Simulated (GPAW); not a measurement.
# Cu (P-1) in GPAW: single point with PBE

Aim: the single point of Cu with PBE.

Everything below comes from runs of GPAW 26.7.0. Logs are shortened: lines on timing, memory, paths and dates and some standing lists are left out, and cuts for length are marked. The log counts tension as positive stress, the text compression.

### Step 1. The cell of the first run

The typed cell holds 2 atoms: a = 4.159 Å, b = 4.159 Å, c = 2.475 Å, α = 90.00°, β = 90.00°, γ = 145.93°.

This isn't the form of Cu at room conditions, which is fcc.

### Step 2. Single point, PBE (atoms moved at random, drawn with an rms of 0.05 Å)

The input, run.py:

```python
from ase.dft.bandgap import bandgap
from ase.io import read, write
from ase.units import GPa
from gpaw import GPAW, PW

atoms = read('POSCAR')

calc = GPAW(mode=PW(600),
            xc='PBE',
            kpts={'size': (11, 11, 11), 'gamma': True},
            occupations={'name': 'fermi-dirac', 'width': 0.05},
            nbands=23,
            convergence={'density': 1e-05, 'energy': 1e-05},
            maxiter=150,
            txt='gpaw.txt')
atoms.calc = calc
energy = atoms.get_potential_energy()
forces = atoms.get_forces()
stress = atoms.get_stress()
calc.write('gs.gpw')
write('result.traj', atoms)
print(f'Energy: {energy:.6f} eV')
print('Forces (eV/A):')
print(forces.round(4))
print('Stress (GPa):', (stress / GPa).round(3))
print('Fermi level:', round(calc.get_fermi_level(), 4), 'eV')
print(f'Gap: {bandgap(calc)[0]:.4f} eV, direct: {bandgap(calc, direct=True)[0]:.4f} eV')
```

The input, POSCAR:

```
Cu
1.0
    1.2184636900     -3.9763780104      0.0000000000
    1.2184636900      3.9763780104      0.0000000000
    0.0000000000      0.0000000000      2.4754955235
Cu
2
Direct
    0.8711190000      0.1333070000      0.7399220000
    0.1350420000      0.8851840000      0.2469580000
```

Potentials or basis: GPAW PAW data sets (gpaw-data 1.2.1), pw.

Command:

```
> OMP_NUM_THREADS=1 python run.py
```

gpaw.txt:

```text
__  _  _
 | _ |_)|_||  |
 |__||  | ||/\| - 26.7.0

Input parameters:
  mode=PW(ecut=600.0),
  convergence={'density': 1e-05, 'energy': 1e-05},
  kpts=MonkhorstPack(size=(11, 11, 11), gamma=True),
  maxiter=150,
  nbands=23,
  occupations=Occupations(name='fermi-dirac', width=0.05),
  xc=XC(name='PBE')

Diagonalizing LCAO Hamiltonian
Converting LCAO to pw mode

           Cu

       Cu

Atoms  # Å, Bohr magnetons
|   | symbol |        x |         y |        z |    initial magnetic moments |
|---|--------|----------|-----------|----------|-----------------------------|
| 0 |     Cu | 1.223857 | -2.933819 | 1.831674 | ( 0.0000,  0.0000,  0.0000) |
| 1 |     Cu | 1.243108 |  2.982848 | 0.611343 | ( 0.0000,  0.0000,  0.0000) |

Unit cell  # Å
| periodic |        x |         y |        z |  lengths |     angles |
|----------|----------|-----------|----------|----------|------------|
|      yes | 1.218464 | -3.976378 | 0.000000 | 4.158874 |  90.000000 |
|      yes | 1.218464 |  3.976378 | 0.000000 | 4.158874 |  90.000000 |
|      yes | 0.000000 |  0.000000 | 2.475496 | 2.475496 | 145.927198 |

Number of symmetries: 1
Symmetry operations  # r_c * U_cc + t_c -> r_c
|   | kind |            matrix            |
|---|------|------------------------------|
| 0 |  E   |  1, 0, 0,  0, 1, 0,  0, 0, 1 |

BZ-sampling:
  Number of BZ points: 1331
  Number of IBZ points: 666

  Monkhorst-Pack size: [11, 11, 11]
  Monkhorst-Pack shift: [0, 0, 0]

K-points  # in reciprocal-cell coordinates
|     |                                coordinates |     weight |
|-----|--------------------------------------------|------------|
|   0 | (  0.00000000,   0.00000000,   0.00000000) | 0.00075131 |
|   1 | (  0.00000000,   0.00000000,   0.09090909) | 0.00150263 |
|   2 | (  0.00000000,   0.00000000,   0.18181818) | 0.00150263 |
|   3 | (  0.00000000,   0.00000000,   0.27272727) | 0.00150263 |
|   4 | (  0.00000000,   0.00000000,   0.36363636) | 0.00150263 |
|   5 | (  0.00000000,   0.00000000,   0.45454545) | 0.00150263 |
|   6 | (  0.00000000,   0.09090909,  -0.45454545) | 0.00150263 |
|   7 | (  0.00000000,   0.09090909,  -0.36363636) | 0.00150263 |
|   8 | (  0.00000000,   0.09090909,  -0.27272727) | 0.00150263 |
|   9 | (  0.00000000,   0.09090909,  -0.18181818) | 0.00150263 |
| ... |                                            |            |
| 665 | (  0.45454545,   0.45454545,   0.45454545) | 0.00150263 |

Plane wave coefficients: 813
Cutoff: 600.0 eV

Spin-components: 1 (collinear spins)
Bands:           23
Projectors:      12
Spin-degeneracy: 2
Datatype:        complex128

Parallelization:
  kpt:    1
  domain: 1
  band:   1

Density:
  Valence electrons: 22.0
  Components: 1
  Grid points: [24 24 14]
  Charge: 0.0  # |e|

Potential:
  Grid points: [24 24 14]

species:
  Cu:
    name:    Copper
    Z:       29.0
    valence: 11
    core:    18
    charge:  0.0  # [|e|]
    compensation charges:
      type: gauss
      rc: 0.33  # [Å]
      lmax: 2
    cutoffs:
      filter: 2.06  # [Å]
      core: 2.43  # [Å]
    projectors
    | kind |    occ | energy [eV] | rcut [Å] |
    |------|--------|-------------|----------|
    |   4s |  1.000 |      -4.609 |    1.164 |
    |   4p |  0.000 |      -0.698 |    1.164 |
    |   3d | 10.000 |      -5.039 |    1.058 |
    |    s |        |      22.603 |    1.164 |
    |    p |        |      26.513 |    1.164 |
    |    d |        |      22.172 |    1.058 |

    Using partial waves for Cu as LCAO basis

Reference energy: -90042.903682  # eV

eigensolver:
  PPCG
  Converge bands: occupied
  niter=2

density mixing:
  MSR1-Mixer
  Pratt-step length: 0.05
  Maximum mixing coefficient: 0.75
  Old densities: 10
  SVD Regularization: 0.005
  Good broyden scale: 1.0
  Trust region scale: 1.0
  Backstep threshold: 4.0
  History deletion threshold: 6.0
  Fourier metric: weight=20.0, sigma=0.015

occupation numbers:
  Fermi-Dirac:
    width: 0.0500  # eV

poisson solver:
  ecut: 4800.0  # eV

xc functional:
  name: PBE with 2 nearest neighbor stencil

convergence criteria:
- Maximum integral of absolute [dens]ity change: 1e-05 electrons / valence electron
- Maximum [total energy] change in last 3 cyles: 1e-05 eV / valence electron
- Maximum integral of absolute [eigenst]ate change: 4e-08 eV^2 / valence electron
maximum number of iterations: 150

SCF iterations
|iter     | |      energy | eigst |  dens |
|---------|-|-------------|-------|-------|
|iter:   1| |   -8.835720 | -0.28 |       |
|iter:   2| |   -8.123140 | -2.63 | -0.90 |
|iter:   3| |   -7.045713 | -1.69 | -1.01 |
|iter:   4| |   -7.024617 | -4.03 | -1.79 |
|iter:   5| |   -7.009932 | -3.36 | -1.96 |
|iter:   6| |   -7.009949 | -5.96 | -3.40 |
|iter:   7| |   -7.009959c| -6.23 | -3.52 |
|iter:   8| |   -7.009948c| -6.67 | -3.63 |
|iter:   9| |   -7.009948c| -7.63c| -4.33 |
|iter:  10| |   -7.009948c| -8.58c| -4.99 |
|iter:  11| |   -7.009948c| -8.34c| -5.24c|

Converged in 11 steps
Energy contributions relative to reference atoms: (reference = -90042.903682)

Energy contributions:
  Kinetic:         -20.521539
  Coulomb:          15.904332
  Zero:              0.102099
  External:          0.000000
  Xc:               -2.492743
  Entropy:          -0.004194
  Spinorbit:         0.000000
  ----------------------------
  Free energy:      -7.012045
  Extrapolated:     -7.009948

dipole moment: (0.171188, 0.280494, -0.148977)  # |e|*Ang

Fermi level: 7.867
Eigenvalues  # (at kpt = [0.000, 0.000, 0.000])
| band index |      eig [eV] | occ [0-2] |
|------------|---------------|-----------|
|          0 |        -1.392 |     2.000 |
|        ... |               |           |
|          4 |         4.797 |     2.000 |
|          5 |         5.121 |     2.000 |
|          6 |         5.643 |     2.000 |
|          7 |         5.732 |     2.000 |
|          8 |         6.086 |     2.000 |
|          9 |         6.126 |     2.000 |
[... 8 lines left out ...]
|         18 |        30.466 |     0.000 |
|         19 |        31.670 |     0.000 |
|        ... |               |           |
|         22 |        36.669 |     0.000 |

No gap
No difference between direct/indirect transitions

Forces  # eV/Ang
|        x |        y |        z |
|----------|----------|----------|
|  0.00548 |  0.75866 |  0.05641 |  # Cu   0
| -0.00548 | -0.75867 | -0.05650 |  # Cu   1

Stress tensor  # eV/Ang^3
|         x |         y |         z |
|-----------|-----------|-----------|
| -0.035020 |  0.003417 | -0.000026 |
|  0.003417 | -0.060410 | -0.001126 |
| -0.000026 | -0.001126 | -0.056104 |

# Writing to gs.gpw (mode='')
```

stdout:

```text
<dir> UserWarning: The angles between your unit-cell vectors are 90.0, 90.0 and 145.9 degrees.  Results may be wrong!  Please Niggli-reduce your unit-cell so that the angles are closer to 90 degrees:

  from ase.build import niggli_reduce
  niggli_reduce(atoms)

  warnings.warn(
Energy: -7.009948 eV
Forces (eV/A):
[[ 0.0055  0.7587  0.0564]
 [-0.0055 -0.7587 -0.0565]]
Stress (GPa): [-5.611e+00 -9.679e+00 -8.989e+00 -1.800e-01 -4.000e-03  5.480e-01]
Fermi level: 7.8667 eV
Gap: 0.0000 eV, direct: 0.0000 eV
```

It took 3.6 min on 1 thread of Intel Xeon at 2.60GHz (Ice Lake), shared host; peak memory 0.43 GiB.

Results:

```yaml
Free_energy: -7.0120 eV
Pressure: 8.1 GPa
Largest_force: 0.761 eV/Å
Band_gap_on_the_k_mesh: none (metal or under the smearing width)
```

Forces in eV/Å, atoms in the order of the input:
```
Cu   0.005  0.759  0.056
Cu  -0.005 -0.759 -0.057
```

Levels at points of the mesh, in eV from the Fermi level:
```csv
k point,band 9,band 10,band 11,band 12,band 13,band 14
"(0.00, 0.00, 0.00)",-1.78,-1.74,-1.41,-0.17,4.88,14.82
```

Caveat: with this Cu data set, volumes or pressures lay over 1.5 % or 2 GPa off other programs in two to four cells of ten; the program warned that so skewed a cell can give wrong results.
